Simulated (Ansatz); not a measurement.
FeO (Wuestite):

```
Fe O
1.0
     0.00000    2.15540    2.15540
     2.15540    0.00000    2.15540
     2.15540    2.15540    0.00000
Fe O
1 1
Direct
  0.00000 0.00000 0.00000
  0.50000 0.50000 0.50000
```

- Program: Ansatz 0.2.0
- Task: relaxation of cell and atoms
- Functional: PBEsol
- Dispersion: D4
- Potentials or basis: all-electron LAPW, scalar-relativistic
- Basis error allowed: 0.001 eV/atom
- k mesh: 11 × 11 × 11
- Occupations: fermi-dirac, width 0.05 eV
- Spin: collinear spin, ferromagnetic start
- Starting moments: [3.0, 0.0] μB

At the start: volume 10.01 Å³/atom.

Question: Where does the relaxation end?

Answer: Over 7 steps the energy falls by 10.9 meV/atom and the volume is 9.82 Å³/atom (-1.9 %); space group Fm-3m (No. 225, to 0.05 Å); moment 4.00 μB per cell.

The path:
```
step  energy change (eV)  largest force (eV/Å)  volume (Å³)
   1              0.0000                0.0000        20.03
   2             -0.0214                0.0000        19.67
   3             -0.0214                0.0000        19.66
   4             -0.0217                0.0000        19.66
   5             -0.0218                0.0000        19.65
   6             -0.0218                0.0000        19.65
   7             -0.0218                0.0000        19.65
```

Final structure:
```
Fe O
1.0
     0.00000    2.14172    2.14172
     2.14172    0.00000    2.14172
     2.14172    2.14172    0.00000
Fe O
1 1
Direct
  0.00000 0.00000 0.00000
  0.50000 0.50000 0.50000
```

Caveat: a cell with one magnetic atom can't hold antiferromagnetic order, which such compounds often take.
